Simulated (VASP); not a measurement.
# Dy (P6_3/mmc) in VASP: notebook

The runs below take Dy through single point, with PBEsol.

All numbers are computed with VASP 6.6.1; they aren't measurements. Logs are shortened: lines on timing, memory, paths and dates and some standing lists are left out, and cuts for length are marked.

**1. Starting point**

It takes space group P6_3/mmc (No. 194, hexagonal). Conventional cell: a = 3.590 Å, b = 3.590 Å, c = 5.647 Å, α = 90.00°, β = 90.00°, γ = 120.00°. Dy (site symmetry -6m2) has 12 Dy at 3.50 to 3.59 Å as nearest neighbours.

**2. Single point, PBEsol, collinear spin, ferromagnetic start**

File INCAR:

```
SYSTEM = Dy
PREC     = Accurate       ! precision mode
ENCUT    = 900            ! plane-wave cutoff, eV
EDIFF    = 1E-8           ! SCF threshold, eV
ISMEAR   = 1              ! smearing method
SIGMA    = 0.1            ! smearing width, eV
LREAL    = .False.        ! projectors in reciprocal space
LASPH    = .True.         ! aspherical terms in the spheres
NELM     = 100            ! most SCF steps
ALGO     = Normal         ! electronic algorithm
ISIF     = 2              ! what is computed and relaxed
LWAVE    = .False.        ! write WAVECAR
LCHARG   = .False.        ! write CHGCAR
ISPIN    = 2              ! spin polarisation
MAGMOM   = 5 5            ! initial moments
LORBIT   = 11             ! projections on sites
LMAXMIX  = 6              ! l up to which the mixer works
GGA      = PS             ! functional
ADDGRID  = .False.
```

File KPOINTS:

```
regular mesh
0
Gamma
  21 21 12
  0 0 0
```

File POSCAR:

```
Dy
1.0
    3.5903000000      0.0000000000      0.0000000000
   -1.7951500000      3.1092910072      0.0000000000
    0.0000000000      0.0000000000      5.6475000000
Dy
2
Direct
    0.6666666667      0.3333333333      0.7500000000
    0.3333333333      0.6666666667      0.2500000000
```

Potentials or basis: VASP PAW PBE potentials, release 64 (Dy_3), 4f in core.

Run with:

```console
cat potpaw_PBE.64/Dy_3/POTCAR > POTCAR
mpirun -np 1 vasp_std > vasp.out
```

OUTCAR:

```text
SYSTEM = Dy
   PREC = Accurate
   ENCUT = 900
   EDIFF = 1E-8
   ISMEAR = 1
   LREAL = .False.
   LASPH = .True.
   NELM = 100
   ISIF = 2
   ISPIN = 2
   LORBIT = 11
   GGA = PS

 ion  position               nearest neighbor table
   1  0.667  0.333  0.750-   2 3.50   2 3.50   2 3.50   2 3.50   2 3.50   2 3.50
   2  0.333  0.667  0.250-   1 3.50   1 3.50   1 3.50   1 3.50   1 3.50   1 3.50

  LATTYP: Found a hexagonal cell.
 ALAT       =     3.5903000000
 C/A-ratio  =     1.5729883297

  Lattice vectors:

 A1 = (   3.5903000000,   0.0000000000,   0.0000000000)
 A2 = (  -1.7951500000,   3.1092910072,   0.0000000000)
 A3 = (   0.0000000000,   0.0000000000,   5.6475000000)

Analysis of symmetry for initial positions (statically):
=====================================================================
 Subroutine PRICEL returns:
 Original cell was already a primitive cell.

 Routine SETGRP: Setting up the symmetry group for a
 hexagonal supercell.

 Subroutine GETGRP returns: Found 24 space group operations
 (whereof 12 operations were pure point group operations)
 out of a pool of 24 trial point group operations.

The static configuration has the point symmetry D_3d.
 The point group associated with its full space group is D_6h.

Analysis of symmetry for dynamics (positions and initial velocities):
=====================================================================
 Subroutine PRICEL returns:
 Original cell was already a primitive cell.

 Routine SETGRP: Setting up the symmetry group for a
 hexagonal supercell.

 Subroutine GETGRP returns: Found 24 space group operations
 (whereof 12 operations were pure point group operations)
 out of a pool of 24 trial point group operations.

The dynamic configuration has the point symmetry D_3d.
 The point group associated with its full space group is D_6h.

Analysis of structural, dynamic, and magnetic symmetry:
=====================================================================
 Subroutine PRICEL returns:
 Original cell was already a primitive cell.

 Routine SETGRP: Setting up the symmetry group for a
 hexagonal supercell.

 Subroutine GETGRP returns: Found 24 space group operations
 (whereof 12 operations were pure point group operations)
 out of a pool of 24 trial point group operations.

The overall configuration has the point symmetry D_3d.
 The point group associated with its full space group is D_6h.

 Subroutine INISYM returns: Found 24 space group operations
 (whereof 12 operations are pure point group operations),
 and found     1 'primitive' translations

[... 120 lines left out ...]
   LHFCALC =     F    Hartree Fock is set to
   AEXX    =    0.0000 exact exchange contribution
   IVDW    =     0    specifies the selected vdW correction
   LEPSILON=     F    determine dielectric tensor
   LRPA    =     F    only Hartree local field effects (RPA)
 spin polarized calculation
 Methfessel and Paxton  Order N= 1 SIGMA  =   0.10
  energy-cutoff  :      900.00
  volume of cell :       63.04
 maximum number of plane-waves:      3891
 NGX is ok and might be reduce to    36
   NGX = 17   NGY = 17   NGZ = 27

 number of electron      18.0000000 magnetization       0.0008142

 number of electron      18.0000000 magnetization      -0.0001342

 Free energy of the ion-electron system (eV)
  ---------------------------------------------------
  ext. energy  EPLUGINS =         0.00000000
  ---------------------------------------------------
  free energy    TOTEN  =        -9.90915331 eV

  energy without entropy =       -9.90941177  energy(sigma->0) =       -9.90923946

 E-fermi :   3.0176     XC(G=0):  -9.9701

 val. band max:        3.0164675918   @ k =   0.2857   0.2857   0.5000
 cond. band min:       3.0223518260   @ k =   0.2381   0.1429   0.1667
 fundamental gap:      0.0058842342
 Fermi energy:         3.0175891328

 spin component 1

 k-point     1 :       0.0000    0.0000    0.0000
  band No.  band energies     occupation
      1     -20.5806      1.00000
      2     -19.9964      1.00000
      3     -19.9964      1.00000
      4     -19.8864      1.00000
      5     -19.8864      1.00000
      6     -19.8423      1.00000
[... 493 lines left out ...]
     17       8.8835      0.00000
     18      10.8180      0.00000

 [... further k-points ...]

 spin component 2

 k-point     1 :       0.0000    0.0000    0.0000
  band No.  band energies     occupation
      1     -20.5806      1.00000
      2     -19.9964      1.00000
      3     -19.9964      1.00000
      4     -19.8864      1.00000
      5     -19.8864      1.00000
      6     -19.8423      1.00000
[... 493 lines left out ...]
     17       8.8835      0.00000
     18      10.8128      0.00000

 [... further k-points ...]

------------------------ aborting loop because EDIFF is reached ----------------------------------------

  FORCE on cell =-STRESS in cart. coord.  units (eV):
  Direction    XX          YY          ZZ          XY          YZ          ZX
  --------------------------------------------------------------------------------------
  -------------------------------------------------------------------------------------
  Total       -0.7041162     -0.7041162     -0.9357818      0.0000000     -0.0000000      0.0000000
  in kB      -17.8939643    -17.8939643    -23.7813674      0.0000000     -0.0000000      0.0000000
  external PRESSURE =     -19.8564320 kB  Pullay stress =       0.0000000 kB

 VOLUME and BASIS-vectors are now :
 -----------------------------------------------------------------------------
  energy-cutoff  :      900.00
  volume of cell :       63.04
      direct lattice vectors                 reciprocal lattice vectors
     3.590300000  0.000000000  0.000000000     0.278528257  0.160808364  0.000000000
    -1.795150000  3.109291007  0.000000000     0.000000000  0.321616728  0.000000000
     0.000000000  0.000000000  5.647500000     0.000000000  0.000000000  0.177069500

 POSITION                                       TOTAL-FORCE (eV/Angst)
 -----------------------------------------------------------------------------------
      1.79515      1.03643      4.23562        -0.000000      0.000000      0.000000
     -0.00000      2.07286      1.41187         0.000000     -0.000000      0.000000
 -----------------------------------------------------------------------------------
    total drift:                               -0.000000      0.000000     -0.000000

  FREE ENERGIE OF THE ION-ELECTRON SYSTEM (eV)
  ---------------------------------------------------
  free  energy   TOTEN  =        -9.9091533091 eV

  energy  without entropy=       -9.9094117686  energy(sigma->0) =       -9.90923946

 total charge

# of ion       s       p       d       tot
------------------------------------------
    1        0.444   6.382   1.103   7.929
    2        0.444   6.382   1.103   7.929
--------------------------------------------------
tot          0.888  12.763   2.207  15.858

 magnetization (x)

# of ion       s       p       d       tot
------------------------------------------
    1       -0.000  -0.000  -0.000  -0.000
    2       -0.000  -0.000  -0.000  -0.000
--------------------------------------------------
tot         -0.000  -0.000  -0.000  -0.000
```

It took 23 min on 1 thread of Intel Xeon Platinum 8488C (Sapphire Rapids), shared host; peak memory 1.2 GiB.

Results:

| Item | Value |
| --- | --- |
| Free energy | -9.9092 eV |
| Pressure | -2.0 GPa |
| Band gap on the k mesh | none (metal or under the smearing width) |
| Net moment | 0.00 μB per cell |
| Valence electrons inside the program's atomic spheres | Dy 7.93 |

Stress tensor (GPa, compression positive):
```
-1.79  0.00  0.00
 0.00 -1.79  0.00
 0.00  0.00 -2.38
```

Levels at points of the mesh, in eV from the Fermi level:
Spin up:
| k point | band 5 | band 6 | band 7 | band 8 | band 9 | band 10 | band 11 | band 12 | band 13 | band 14 |
| --- | --- | --- | --- | --- | --- | --- | --- | --- | --- | --- |
| (0.00, 0.00, 0.00) | -22.90 | -22.86 | -5.14 | -2.20 | 1.27 | 1.80 | 1.80 | 2.13 | 2.50 | 2.50 |
| (0.00, 0.00, 0.50) | -22.96 | -22.96 | -3.55 | -3.55 | 0.97 | 0.97 | 1.72 | 1.72 | 1.72 | 1.72 |
Spin down:
```tsv
k point	band 7	band 8	band 9	band 10	band 11	band 12
(0.00, 0.00, 0.00)	-5.14	-2.20	1.27	1.80	1.80	2.13
(0.00, 0.00, 0.50)	-3.55	-3.55	0.97	0.97	1.72	1.72
```

Caveat: the magnetic or orbital state may not be the lowest; the PAW data sets were made with another functional, which shifts forces and pressure a little; spin-orbit coupling is left out, which moves the levels of the heavy elements; the 4f electrons are frozen in the core as for a trivalent ion, so they carry no moment and show no levels.

**3. Single point, PBEsol, collinear spin, ferromagnetic start**

INCAR, as its differences from that of step 2:

```diff
@@ -2,6 +2,6 @@
 PREC     = Accurate       ! precision mode
-ENCUT    = 900            ! plane-wave cutoff, eV
-EDIFF    = 1E-8           ! SCF threshold, eV
+ENCUT    = 220            ! plane-wave cutoff, eV
+EDIFF    = 1E-6           ! SCF threshold, eV
 ISMEAR   = 1              ! smearing method
-SIGMA    = 0.1            ! smearing width, eV
+SIGMA    = 0.2            ! smearing width, eV
 LREAL    = .False.        ! projectors in reciprocal space
```

File KPOINTS:

```
regular mesh
0
Gamma
  5 5 3
  0 0 0
```

POSCAR is that of step 2.

Potentials or basis: VASP PAW PBE potentials, release 64 (Dy_3), 4f in core.

Run with:

```console
cat potpaw_PBE.64/Dy_3/POTCAR > POTCAR
mpirun -np 1 vasp_std > vasp.out
```

Run time: 13 s. Hardware: 1 thread of Intel Xeon Platinum 8488C (Sapphire Rapids), shared host; peak memory 0.12 GiB.

These settings aren't checked as converged: the numbers below hold their error.

What came out:

```
Free energy                                           : -9.8609 eV
Pressure                                              : -2.0 GPa
Band gap on the k mesh                                : none (metal or under the smearing width)
Net moment                                            : 0.89 μB per cell
Site moments                                          : Dy +0.33 μB
Valence electrons inside the program's atomic spheres : Dy 7.94
```

Caveat: the k mesh is coarse (spacing up to 0.40 Å⁻¹), so the values aren't converged; the magnetic or orbital state may not be the lowest; the PAW data sets were made with another functional, which shifts forces and pressure a little; spin-orbit coupling is left out, which moves the levels of the heavy elements; the 4f electrons are frozen in the core as for a trivalent ion, so they carry no moment and show no levels.

**4. Single point, PBEsol, collinear spin, ferromagnetic start**

INCAR is that of step 3.

KPOINTS is that of step 3.

File POSCAR:

```
Dy
1.0
    3.5903000000      0.0000000000      0.0000000000
   -1.7951500000      3.1092910072      0.0000000000
    0.0000000000      0.0000000000      5.6475000000
Dy
2
Direct
    0.6390340000      0.3471240000      0.7350940000
    0.3239070000      0.6817830000      0.2438910000
```

Run with:

```console
cat potpaw_PBE.64/Dy_3/POTCAR > POTCAR
mpirun -np 1 vasp_std > vasp.out
```

Run time: 27 s. Hardware: 1 thread of Intel Xeon Platinum 8488C (Sapphire Rapids), shared host; peak memory 0.14 GiB.

The run converged, but some of its settings lie outside the range that counts as converged, so its numbers aren't taken as properties of the crystal.

What came out:

```yaml
Free_energy: -9.8556 eV
Pressure: -2.0 GPa
Largest_force: 0.151 eV/Å
Band_gap_on_the_k_mesh: none (metal or under the smearing width)
Net_moment: 0.84 μB per cell
Site_moments: Dy +0.31 μB
Valence_electrons_inside_the_program's_atomic_spheres: Dy 7.94
```

Caveat: the k mesh is coarse (spacing up to 0.40 Å⁻¹), so the values aren't converged; the magnetic or orbital state may not be the lowest; the PAW data sets were made with another functional, which shifts forces and pressure a little; spin-orbit coupling is left out, which moves the levels of the heavy elements; the 4f electrons are frozen in the core as for a trivalent ion, so they carry no moment and show no levels.

**5. Single point, PBEsol, collinear spin, ferromagnetic start**

INCAR, as its differences from that of step 4:

```diff
@@ -2,3 +2,3 @@
 PREC     = Accurate       ! precision mode
-ENCUT    = 220            ! plane-wave cutoff, eV
+ENCUT    = 280            ! plane-wave cutoff, eV
 EDIFF    = 1E-6           ! SCF threshold, eV
```

KPOINTS is that of step 4.

File POSCAR:

```
Dy
1.0
    3.5903000000      0.0000000000      0.0000000000
   -1.7951500000      3.1092910072      0.0000000000
    0.0000000000      0.0000000000      5.6475000000
Dy
2
Direct
    0.6666666667      0.3333333333      0.7500000000
    0.3333333333      0.6666666667      0.2500000000
```

Run with:

```console
cat potpaw_PBE.64/Dy_3/POTCAR > POTCAR
mpirun -np 1 vasp_std > vasp.out
```

It took 14 s on 1 thread of Intel Xeon Platinum 8488C (Sapphire Rapids), shared host; peak memory 0.14 GiB.

The run converged, but some of its settings lie outside the range that counts as converged, so its numbers aren't taken as properties of the crystal.

Results:

```yaml
Free_energy: -9.8680 eV
Pressure: -1.9 GPa
Band_gap_on_the_k_mesh: none (metal or under the smearing width)
Net_moment: 0.89 μB per cell
Site_moments: Dy +0.33 μB
Valence_electrons_inside_the_program's_atomic_spheres: Dy 7.93
```

Caveat: the k mesh is coarse (spacing up to 0.40 Å⁻¹), so the values aren't converged; the magnetic or orbital state may not be the lowest; the PAW data sets were made with another functional, which shifts forces and pressure a little; spin-orbit coupling is left out, which moves the levels of the heavy elements; the 4f electrons are frozen in the core as for a trivalent ion, so they carry no moment and show no levels.
